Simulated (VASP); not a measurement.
Here is a VASP 6.6.1 calculation.

File INCAR:

```
SYSTEM = SiC
PREC = Accurate
ENCUT = 520
EDIFF = 1E-6
ISMEAR = 0
SIGMA = 0.02
LREAL = .FALSE.
LASPH = .TRUE.
NELM = 100
ALGO = Fast
ISIF = 2
LWAVE = .FALSE.
LCHARG = .TRUE.
LVHAR = .TRUE.
KPAR = 2
```

KPOINTS

```
Automatic mesh
0
G
  8 5 5
  0 0 0
```

The input POSCAR:

```
SiC                                     
1.0
    3.1404565028      0.0000000000      0.0000000000
    0.0000000000      5.0875395346      0.0000000000
    0.0000000000      0.0000000000      5.2563848932
  Si              C             
     4     4
Direct
     1.0000000000000000    0.9987546349211140    0.3329066609243895
     0.5000000000000000    0.9987546349211140    0.8329066609243895
     0.5000000000000000    0.4987546349211141    0.1670933390756106
     0.0000000000000000    0.4987546349211141    0.6670933390756105
     0.0000000000000000    0.6232453650788858    0.3305925829378974
     0.5000000000000000    0.6232453650788858    0.8305925829378975
     0.5000000000000000    0.1232453650788858    0.1694074170621026
     0.0000000000000000    0.1232453650788858    0.6694074170621025
```

Potentials or basis: VASP PAW LDA potentials, release 64 (Si, C).

Run with:

```bash
$ cat potpaw_LDA.64/Si/POTCAR potpaw_LDA.64/C/POTCAR > POTCAR
$ mpirun -np 2 vasp_std > vasp.out
```

(1) Predict the band gap on the k mesh.

(2) Estimate the pressure.

(3) What does it give for the largest force?

Results:

(1) 2.09 eV.

(2) -7.0 GPa.

(3) 0.009 eV/Å.

Caveat: an odd mesh through Γ misses points on the zone boundary, where band edges often lie.
